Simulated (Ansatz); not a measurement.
# K: the cost of one run

Computed with Ansatz 0.2.0 (DFT PBE, scalar-relativistic, plane waves, PAW, unless a step's input says otherwise).

### 1 The system as given

Symmetry: Pm-3m, No. 221, cubic system. Conventional cell: a = 6.029 Å, b = 6.029 Å, c = 6.029 Å, α = 90.00°, β = 90.00°, γ = 90.00°. K (site symmetry 4/mmm) is surrounded by 8 K at 4.26 Å.

As a file:

```xyz
3
Lattice="6.0291 0.0000 0.0000 0.0000 6.0291 0.0000 0.0000 0.0000 6.0291" Properties=species:S:1:pos:R:3 pbc="T T T"
K     0.0000    3.0146    3.0146
K     3.0146    0.0000    3.0146
K     3.0146    3.0146    0.0000
```

A structure generator made this guess: random cell by space group and Wyckoff sites (Pm-3m, No. 221). Its size is a rough estimate.

### 2 A first look at the guess

Contents of input.yaml:

```yaml
crystal:
  lattice:
    - [6.02910512, 0.0, 0.0]
    - [0.0, 6.02910512, 0.0]
    - [0.0, 0.0, 6.02910512]
  atoms:
    - { symbol: K, position: [0.0, 0.5, 0.5] }
    - { symbol: K, position: [0.5, 0.0, 0.5] }
    - { symbol: K, position: [0.5, 0.5, 0.0] }
basis:
  ecutwfc: 420
kpoints:
  mp_grid: { grid: [4, 4, 4] }
hamiltonian:
  xc: pbe
scf:
  occupations: { method: gaussian, width: 0.1 }
  lower_state_search: "off"
output:
  forces: true
  stress: true
  eigenvalues: true
```

On the command line:

```bash
> ansatz run input.yaml --threads 1 --pin off --max-ram 2048MiB --backend cpu --events-out ev --progress --plain --runs-dir out
```

**Question.** How long does this run take on 1 thread of Intel Xeon 6975P-C (Granite Rapids), shared host, and how much memory does it need?

About 1.1 s, with a peak of 0.44 GiB.
